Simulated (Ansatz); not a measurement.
Si:

```
CELL_PARAMETERS angstrom
4.12095 0.00000 0.00000
-2.06047 3.56885 0.00000
0.00000 0.00000 2.65479
ATOMIC_POSITIONS crystal
Si 0.33333 0.66667 0.50000
Si 0.66667 0.33333 0.50000
```

The cell was built by a generator and needn't be a form met in nature.

| Quantity | Value |
| --- | --- |
| Program | Ansatz 0.2.0 |
| Task | relaxation of cell and atoms |
| Functional | B3LYP |
| Potentials or basis | Ansatz PAW |
| Cutoff | 420 eV (not typed: the program's choice for these potentials) |
| k mesh | 4 × 4 × 5 |
| Occupations | fermi-dirac, width 0.05 eV |
| Spin | no spin polarisation |

At the start: volume 19.52 Å³/atom.

**Question.** How do energy, volume and symmetry change on relaxing?

**Answer.** It ends after 5 steps and the volume is 19.69 Å³/atom (+0.9 %); space group P6/mmm (No. 191, to 0.05 Å).

The path:
```tsv
step	energy change (eV)	largest force (eV/Å)	volume (Å³)
1	0.0000	0.0000	39.04
2	-0.0326	0.0000	38.83
3	-0.0346	0.0000	39.30
4	-0.0346	0.0000	39.39
5	-0.0347	0.0000	39.39
```

Final structure:
```xyz
2
Lattice="4.1864 0.0000 0.0000 -2.0932 3.6255 0.0000 0.0000 0.0000 2.5952" Properties=species:S:1:pos:R:3 pbc="T T T"
Si    0.0000    2.4170    1.2976
Si    2.0932    1.2085    1.2976
```

Caveat: the k mesh is coarse (spacing up to 0.47 Å⁻¹), so the values aren't converged, least of all with exact exchange; the plane-wave basis is chosen anew once the cell has moved, so the energies of steps on either side of that aren't comparable; the PAW data sets come from PBE, with cores solved anew for the run's functional, which leaves a small shift of forces and pressure.
